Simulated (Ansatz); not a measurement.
CaF2 (fluorite)

```xyz
6
Lattice="0.0000 5.5110 5.5110 2.7555 0.0000 2.7555 2.7555 2.7555 0.0000" Properties=species:S:1:pos:R:3 pbc="T T T"
Ca     0.0000     0.0000     0.0000
Ca     2.7555     5.5110     2.7555
F      1.3777     1.3777     1.3777
F      1.3777     4.1332     4.1332
F      4.1332     4.1332     4.1332
F      4.1332     6.8887     6.8887
```

The atoms are displaced by Q × the pattern below (from a DFPT mode at L = (0.5, 0.0, 0.0), largest move 1; Q in Å), at fixed cell. (q is in reciprocal vectors of the primitive cell; the cell shown is doubled to hold the pattern.)

```csv
atom,x,y,z
F3,-0.577,0.577,0.577
F4,0.577,-0.577,-0.577
F5,-0.577,0.577,0.577
F6,0.577,-0.577,-0.577
```

Atoms not listed stay in place.

All values below come from PBE (plane waves to 420 eV, PAW, scalar-relativistic; Ansatz, a first-principles code). k mesh 5×10×10 (Γ-centred), Fermi-Dirac smearing 0.05 eV. Energies are smeared free energies. CaF2 was relaxed with its symmetry unable to fall. ΔE is measured from the undisplaced structure.

```csv
Q (Å),ΔE (meV/cell)
-0.280,1163
-0.187,506
-0.093,125
0.000,0
0.093,125
0.187,506
0.280,1163
```

Which DFPT wavenumber at L = (0.5, 0.0, 0.0) belongs to this mode?
(A) 137 cm⁻¹
(B) 319 cm⁻¹
(C) 231 cm⁻¹

B, 319 cm⁻¹. The curvature of the scan gives 319 cm⁻¹

(For displaced atoms, the force is minus the slope of the energy, and its curvature is a force constant, which sets phonon frequencies.)
